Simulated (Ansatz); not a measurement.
# MoS2: the cost of one run

All numbers below are computed with Ansatz 0.2.0 (DFT PBE, plane waves, PAW, scalar-relativistic, no spin polarisation).

**1. The starting structure**

The cell holds 24 atoms (Mo8S16): a = 6.442 Å, b = 5.579 Å, c = 12.526 Å, α = 90.00°, β = 90.00°, γ = 90.00°.

Its coordinates follow in the input file.

**2. Run 1**

200 steps of 2.25 fs under a Langevin thermostat at 3500 K.

File input.yaml:

```yaml
crystal:
  lattice:
    - [-3.22096, -5.578866, 0.0]
    - [4.83144, -2.789433, 0.0]
    - [0.0, 0.0, 12.526069]
  atoms:
    - { symbol: Mo, position: [0.5, 0.3333333, 0.25] }
    - { symbol: Mo, position: [0.5, 0.6666667, 0.75] }
    - { symbol: S, position: [0.5, 0.3333333, 0.623] }
    - { symbol: S, position: [0.5, 0.6666667, 0.123] }
    - { symbol: S, position: [0.5, 0.3333333, 0.877] }
    - { symbol: S, position: [0.5, 0.6666667, 0.377] }
    - { symbol: Mo, position: [0.25, 0.8333333, 0.25] }
    - { symbol: Mo, position: [0.25, 0.1666667, 0.75] }
    - { symbol: S, position: [0.25, 0.8333333, 0.623] }
    - { symbol: S, position: [0.25, 0.1666667, 0.123] }
    - { symbol: S, position: [0.25, 0.8333333, 0.877] }
    - { symbol: S, position: [0.25, 0.1666667, 0.377] }
    - { symbol: Mo, position: [0.0, 0.3333333, 0.25] }
    - { symbol: Mo, position: [0.0, 0.6666667, 0.75] }
    - { symbol: S, position: [0.0, 0.3333333, 0.623] }
    - { symbol: S, position: [0.0, 0.6666667, 0.123] }
    - { symbol: S, position: [0.0, 0.3333333, 0.877] }
    - { symbol: S, position: [0.0, 0.6666667, 0.377] }
    - { symbol: Mo, position: [0.75, 0.8333333, 0.25] }
    - { symbol: Mo, position: [0.75, 0.1666667, 0.75] }
    - { symbol: S, position: [0.75, 0.8333333, 0.623] }
    - { symbol: S, position: [0.75, 0.1666667, 0.123] }
    - { symbol: S, position: [0.75, 0.8333333, 0.877] }
    - { symbol: S, position: [0.75, 0.1666667, 0.377] }
basis:
  ecutwfc: 420.0
kpoints:
  mp_grid: { grid: [2, 3, 1] }
hamiltonian:
  xc: pbe
  pseudopotentials: { kind: paw, azcp: { folder: soft_1 } }
scf:
  occupations: { method: fermi_dirac, width: 0.3 }
  lower_state_search: "off"
md:
  timestep: 2.25
  n_steps: 200
  ensemble: nvt_langevin
  temperature: 3500.0
  initial_velocities: maxwell_boltzmann
  seed: 326172
  friction: 0.02
```

Command:

```sh
$ ansatz run input.yaml --threads 2 --pin off --max-ram 5120MiB --backend cpu --events-out ev --progress --plain --runs-dir out
```

**Question.** How long does this run take on 2 threads of Intel Xeon 6975P-C (Granite Rapids), shared host, and how much memory does it need?

About 20 min, with a peak of 1.1 GiB.
